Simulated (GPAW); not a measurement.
# A GW chain in GPAW: KCl (Sylvite), part 2 of 2

Aim: the G0W0 gap of KCl (Sylvite) on PBE, step by step.

GPAW 26.7.0; PBE and many-body steps on it, plane waves. Known limits of the many-body steps: not at the basis limit.

So far. Step 3 (Bands along the symmetry lines): The gap is 5.194 eV, as in the run before at this level. Step 4 (Empty states on the mesh, 4×4×4 mesh, 410 bands): On this mesh the gap is 5.194 eV.

### Step 5. Screening and self-energy, 4×4×4 mesh, 185 bands, screening to 120 eV

Now the one-shot GW correction: screening in the RPA, then the self-energy of the levels asked for.

This step: G0W0 on PBE, plane waves, PAW.

Contents of run.py:

```python
import json
import numpy as np
from gpaw.mpi import world
from gpaw.response.g0w0 import G0W0

gw = G0W0('full.gpw',
    filename='gw',
    kpts=[0],
    bands=(6, 10),
    ecut=120,
    nbands=185,
    integrate_gamma='WS',
    ppa=True)
gw.calculate()
res = {mode: {k: v for k, v in r.items() if k != 'sigma_eskwn'}
       for mode, r in gw.all_results.items()}

if world.rank == 0:
    with open('result.json', 'w') as f:
        json.dump(res, f, default=lambda x: x.tolist())
```

Command:

```
mpirun -n 4 gpaw python run.py
```

Numbers of over 12 decimals in the logs are rounded to 6 here.

What it wrote:

```text
Using integrator: PointIntegrator
FrequencyGridDescriptor(from 0.000+0.000j to 0.000+27.211j eV, 2 points)
Nonperiodic BCs:  [False False False]
Using integrator: PointIntegrator
FrequencyGridDescriptor(from 0.000+0.000j to 0.000+27.211j eV, 2 points)
Nonperiodic BCs:  [False False False]
  ___  _ _ _
 |   || | | |
 | | || | | |
 |__ ||_____|
 |___|

BZ k-points: Symmetries present (total): 48

  [... matrices ...]
64 k-points: 4 x 4 x 4 Monkhorst-Pack grid + [1/8,1/8,1/8]
8 k-points in the irreducible part of the Brillouin zone
       k-points in crystal coordinates                weights
   0:     0.00000000    0.00000000    0.00000000          1/64
   1:     0.25000000    0.25000000    0.00000000          6/64
   2:     0.25000000    0.25000000    0.25000000          8/64
   3:     0.50000000    0.25000000   -0.25000000          6/64
   4:     0.50000000    0.25000000    0.25000000         12/64
   5:     0.50000000    0.50000000    0.00000000          3/64
   6:     0.50000000    0.50000000    0.25000000         24/64
   7:     0.50000000    0.50000000    0.50000000          4/64

Distributing spins, k-points and bands (1 x 1 x 4) over 4 processes
Number of blocks: 1

Quasi particle states:
k-points (IBZ indices): [0]
Band range: (6, 10)
  [... matrices ...]
Computational parameters:
Plane wave cut-off: 120 eV
Number of bands: 185
Coulomb cutoff: None
Broadening: 0.1 eV

fxc modes: GW
Kernel: RPA
Using Godby-Needs plasmon-pole approximation:
  Fitting energy: i*E0, E0 = 1.000 Hartree
Summing all q:

Calculating screened Coulomb potential
No Coulomb truncation
FrequencyGridDescriptor(from 0.000+0.000j to 0.000+27.211j eV, 2 points)
Removing empty qpoint cache files...

Calculating chi0 body with:
    Ground state adapter containing:
    Number of spins: 1
    Number of kpoints: 64
    Number of irreducible kpoints: 8
    Number of completely occupied states: 8
    Number of partially occupied states: 8
    Occupied states memory: 1.6875 M / cpu

    Linear response parametrization:
    q_c: [0.0, 0.0, 0.0]
    Number of frequency points: 2
    Planewave cutoff: 120.0
    Number of bands: 185
    Number of planewaves: 169
    Broadening (eta): 1e-06
    comm.size: 4
    kncomm.size: 4
    blockcomm.size: 1

    Memory estimate of potentially large arrays:
        chi0_wGG: 0.871613 M / cpu
Integrating chi0 body.

Symmetries of q_c:
    Direct symmetries (Uq -> q): 48
    Indirect symmetries (TUq -> q): 0
In total 48 allowed symmetries.

  [... matrices ...]
8 groups of equivalent kpoints. 87.5% reduction.

Integral kind: response function
Integrating chi0 head and wings.

Symmetries of q_c:
    Direct symmetries (Uq -> q): 48
    Indirect symmetries (TUq -> q): 0
In total 48 allowed symmetries.

  [... matrices ...]
8 groups of equivalent kpoints. 87.5% reduction.

Integral kind: response function wings

Calculating chi0 body with:
    Ground state adapter containing:
    Number of spins: 1
    Number of kpoints: 64
    Number of irreducible kpoints: 8
    Number of completely occupied states: 8
    Number of partially occupied states: 8
    Occupied states memory: 1.6875 M / cpu

    Linear response parametrization:
[... the further q-points ...]

Results:
f:      Occupation numbers
eps:     KS-eigenvalues [eV]
vxc:     KS vxc [eV]
exx:     Exact exchange [eV]
sigma:   Self-energies [eV]
dsigma:  Self-energy derivatives
Z:       Renormalization factors
qp:      QP-energies [eV]

k-point 0 (0): (0.000, 0.000, 0.000)                GW
band       f     eps     vxc     exx   sigma  dsigma       Z      qp
                                                                   GW
   6   1.000  -0.329 -16.355 -20.768   1.904  -0.223   0.818  -2.380
   7   1.000  -0.329 -16.355 -20.768   1.904  -0.223   0.818  -2.380
   8   0.000   4.865  -7.907  -4.229  -2.891  -0.137   0.879   5.557
   9   0.000   8.030  -9.268  -4.312  -3.040  -0.142   0.876   9.708
```

The job ended after 41 s (4 MPI ranks of Arm Neoverse V1, shared host; peak memory 1.2 GiB; 2.7 min of CPU time).

Numbers from this step:

```
G0W0 gap on the points computed              : 7.936 eV
least direct G0W0 gap on the computed points : 7.936 eV
Z at the valence top                         : 0.8175
Z at the conduction bottom                   : 0.8791
starting gap on the mesh                     : 5.194 eV
k of the valence top                         : 0, 0, 0
k of the conduction bottom                   : 0, 0, 0
```

The gap on the mesh goes from 5.19 eV to 7.94 eV, a correction of +2.74 eV.

Limits: finite bands, cutoff and mesh. v1 is the top filled band, c1 the lowest empty one. The levels before and after the correction (eV, zero at the valence-band top of each column):

|  | conduction bottom | valence top |
| --- | --- | --- |
| Kohn-Sham | 5.19 | 0.00 |
| G0W0 | 7.94 | 0.00 |

|  | level | energy (eV) |
| --- | --- | --- |
| Kohn-Sham | Γ v2-v1 | 0.000 |
| Kohn-Sham | Γ c1 | 5.194 |
| Kohn-Sham | Γ c2 | 8.359 |
| G0W0 | Γ v2-v1 | 0.000 |
| G0W0 | Γ c1 | 7.936 |
| G0W0 | Γ c2 | 12.088 |

### Step 6. Where the time went

Times are wall times on 4 MPI ranks of Arm Neoverse V1, shared host, good to a factor of about two.

| step | time | share | memory (GiB) |
| --- | --- | --- | --- |
| ground state | 7.2 s | 10 % | 0.62 |
| bands along the symmetry lines | 9.6 s | 14 % | 0.66 |
| empty states on the mesh | 11 s | 16 % | 1.2 |
| screening and self-energy | 41 s | 59 % | 1.2 |

### Step 7. Results

* PBE gap: 5.19 eV, direct
* G0W0 gap on the mesh: 7.94 eV
* GW settings: 4×4×4 mesh, 185 bands, screening to 120 eV, Godby-Needs plasmon pole
* known limits: not at the basis limit

**Reading.** G0W0 moves the gap on the mesh from 5.19 eV to 7.94 eV (+2.74 eV), with Z of 0.82 and 0.88 at the edges. Only 1 of the mesh's irreducible points was corrected, so a valley elsewhere could overtake. The dearest step here is «screening and self-energy». Bands and cutoff are finite, so the gap is not at the basis limit. The miss can reach some tenths of an eV and take either sign; the mesh is an error of its own. These stock PAW sets were not made for GW. In the G0W0 run levels were corrected at 1 k point alone, so a gap called «on the mesh» is the least over those, and an edge elsewhere would be missed.

[Paths, hosts, dates, memory and timing lines, banners, echoed tables and standing remarks are left out of the program output.]

[Logs are printed without paths, hosts, clocks, repeated set-up lines and the standing remarks that a program may print on its own settings, such as how far it seeks lower states.]

[Runs of the session that timed out or met a known fault of the program may be left out.]

[Hosts, paths, dates, database ids (printed as entryN), source tags and the programs' standing remarks are cut or masked in the printed files.]
